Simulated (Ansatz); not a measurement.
## LiF: energy against volume and a worked fit

Symmetry: Fm-3m, No. 225, cubic system. Conventional cell: a = 4.028 Å, b = 4.028 Å, c = 4.028 Å, α = 90.00°, β = 90.00°, γ = 90.00°. Around F (site symmetry m-3m) lie 6 Li at 2.01 Å. Around Li (site symmetry m-3m) lie 6 F at 2.01 Å.

The cell was scaled at fixed shape and fractions and run with Ansatz, Ansatz PAW, cutoff 420 eV; HSE06, k mesh 8 × 8 × 8 on the cell of 2 atoms, fermi-dirac occupations of 0.05 eV, no spin polarisation, no spin-orbit coupling. The potentials were made for PBE. Energies are those that the program minimises, any entropy of the smearing included.

```tsv
V (Å³/atom)	energy over the lowest row (meV/atom)
7.6790	4.552
7.8424	1.417
8.0058	0.000
8.1692	0.258
8.3326	1.849
8.4959	?
8.6593	8.805
```

Task: Fit the third-order Birch-Murnaghan form, give V0, B0 and B′, and predict the energy left open.

Result: With y = (V0/V)^(2/3), E = E0 + (9 V0 B0/16) [(y - 1)³ B′ + (y - 1)² (6 - 4y)]. Least squares through the rows shown give V0 = 8.0644 Å³/atom, E0 = -0.074 meV, B0 = 73.70 GPa (1 eV/Å³ = 160.218 GPa) and B′ = 4.40, with a largest miss of 0.026 meV. At V = 8.4959 the form with these constants gives 4.761 meV; the run gave 4.755 meV an atom.
